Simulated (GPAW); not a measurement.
The system is Co.

```
Co
1.0
     2.47200    0.00000    0.00000
    -1.23600    2.14081    0.00000
     0.00000    0.00000    4.02114
Co
2
Direct
  0.66667 0.33333 0.75000
  0.33333 0.66667 0.25000
```

```yaml
Program: GPAW 26.7.0
Task: relaxation of cell and atoms
Functional: PBEsol
Dispersion: D3(BJ)+ATM
Potentials_or_basis: PAW data sets generated in the run's folder for this functional
Cutoff: 600 eV
Basis: pw
k_mesh: 9 × 9 × 5
Occupations: fermi-dirac, width 0.05 eV
Spin: collinear spin, ferromagnetic start
Starting_moments: "[2.0, 2.0] μB"
```

At the start: pressure -11.0 GPa; volume 10.64 Å³/atom.

Problem. How do energy, volume and symmetry change on relaxing?

Solution. Over 6 steps the energy falls by 12.1 meV/atom and the volume is 10.18 Å³/atom (-4.3 %); space group P6_3/mmc (No. 194, to 0.05 Å); moment 3.03 μB per cell.

The path:
```csv
step,energy change (eV),largest force (eV/Å),pressure (GPa),volume (Å³)
1,0.0000,0.0001,-10.99,21.28
2,-0.0159,0.0000,-7.40,20.95
3,-0.0237,0.0000,0.52,20.31
4,-0.0241,0.0000,0.00,20.35
5,-0.0243,0.0000,-0.06,20.36
6,-0.0243,0.0000,-0.07,20.36
```

Final structure:
```
Co
1.0
     2.43909    0.00000    0.00000
    -1.21954    2.11231    0.00000
     0.00000    0.00000    3.95124
Co
2
Direct
  0.66667 0.33333 0.75000
  0.33333 0.66667 0.25000
```

Caveat: each step starts from the last one's moments, so a moment once lost doesn't come back; later steps reuse the first step's grids; pairwise dispersion overbinds metals, which lowers pressure and volume.
